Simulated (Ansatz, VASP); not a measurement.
This is a calculation of WC (Qusongite) for Ansatz 0.2.0.

Contents of input.yaml:

```yaml
crystal:
  lattice:
    - [2.9065, 0.0, 0.0]
    - [-1.45325, 2.5171028361, 0.0]
    - [0.0, 0.0, 2.8366]
  atoms:
    - { symbol: W, position: [0.0, 0.0, 0.0] }
    - { symbol: C, position: [0.6666666667, 0.3333333333, 0.5] }
hamiltonian:
  xc: pbe
  pseudopotentials: { kind: paw }
  dispersion: d4
kpoints:
  mp_grid: { grid: [10, 10, 9] }
scf:
  occupations: { method: fermi_dirac, width: 0.05 }
output:
  forces: true
  stress: true
relax:
  f_tol: 0.01
  max_steps: 40
  cell: { stress_tol: 0.05 }
```

Potentials or basis: Ansatz PAW.

Run with:

```bash
$ ansatz run input.yaml --threads 2 --pin off --max-ram 5632MiB --backend cpu --events-out ev --progress --plain --runs-dir out
```

**Question.** Translate it to VASP 6.6.1. Potentials there: VASP PAW PBE potentials, release 64 (W_sv, C).

**Answer.** As run (the cutoff follows the program's own potentials):

The input INCAR:

```
SYSTEM = WC
PREC     = Accurate       ! precision mode
ENCUT    = 600            ! plane-wave cutoff, eV
EDIFF    = 1E-7           ! SCF threshold, eV
ISMEAR   = -1             ! smearing method
SIGMA    = 0.05           ! smearing width, eV
LREAL    = .FALSE.        ! projectors in reciprocal space
LASPH    = .TRUE.         ! aspherical terms in the spheres
NELM     = 100            ! most SCF steps
ALGO     = Normal         ! electronic algorithm
ISIF     = 3              ! what is computed and relaxed
LWAVE    = .FALSE.        ! write WAVECAR
LCHARG   = .FALSE.        ! write CHGCAR
GGA      = PE             ! functional
IVDW     = 13             ! dispersion correction
IBRION   = 2              ! ionic algorithm
NSW      = 60             ! ionic steps
EDIFFG   = -0.01          ! ionic threshold
```

Contents of KPOINTS:

```
Automatic mesh
0
G
  10 10 9
  0 0 0
```

Contents of POSCAR:

```
WC
1.0
    2.9065000000      0.0000000000      0.0000000000
   -1.4532500000      2.5171028361      0.0000000000
    0.0000000000      0.0000000000      2.8366000000
W C
1 1
Direct
    0.0000000000      0.0000000000      0.0000000000
    0.6666666667      0.3333333333      0.5000000000
```

Potentials or basis: VASP PAW PBE potentials, release 64 (W_sv, C).

The run is started by

```sh
$ cat potpaw_PBE.64/W_sv/POTCAR potpaw_PBE.64/C/POTCAR > POTCAR
$ mpirun -np 1 vasp_std > vasp.out
```

Both were run:

|  | VASP | Ansatz | Ansatz less VASP |
| --- | --- | --- | --- |
| relaxed volume (Å³/atom) | 10.37 | 10.34 | -0.025 |
| relaxed cell length with the largest relative difference (Å) | 2.835 | 2.832 | -0.0029 |

Caveats: pairwise dispersion overbinds metals, which lowers pressure and volume (VASP); the plane-wave basis is chosen anew once the cell has moved, so the energies of steps on either side of that aren't comparable (Ansatz); the pressure holds a Pulay correction of +0.3 GPa for the finite cutoff (Ansatz). The runs have no spin-orbit coupling, so splittings on W are missing.
